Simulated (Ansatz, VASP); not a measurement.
**Two plane-wave programs on LiCl**

```
Li Cl
1.0
     0.00000    2.55603    2.55603
     2.55603    0.00000    2.55603
     2.55603    2.55603    0.00000
Li Cl
1 1
Cartesian
  0.0000 0.0000 0.0000
  2.5560 2.5560 2.5560
```

Alike in both runs: task single point; functional PBE; k mesh 8 × 8 × 8; no spin polarisation.

```csv
,VASP,Ansatz
version,VASP 6.6.1,Ansatz 0.2.0
potentials or method,"VASP PAW PBE potentials, release 64 (Li_sv, Cl)","plane waves, PAW"
plane-wave cutoff (eV),520,420
occupations,"gaussian, width 0.01 eV",fixed
valence electrons in the cell,10,10
```

VASP gave:

| Property | Result |
| --- | --- |
| gap on the k mesh at the Fermi level (eV) | 6.40 |

Question: Estimate Ansatz's values.

Answer: gap on the k mesh at the Fermi level (eV): 6.39.

 Expect the measured gap to be larger: semilocal functionals such as PBE lack the derivative discontinuity. A k mesh can miss the band edges.
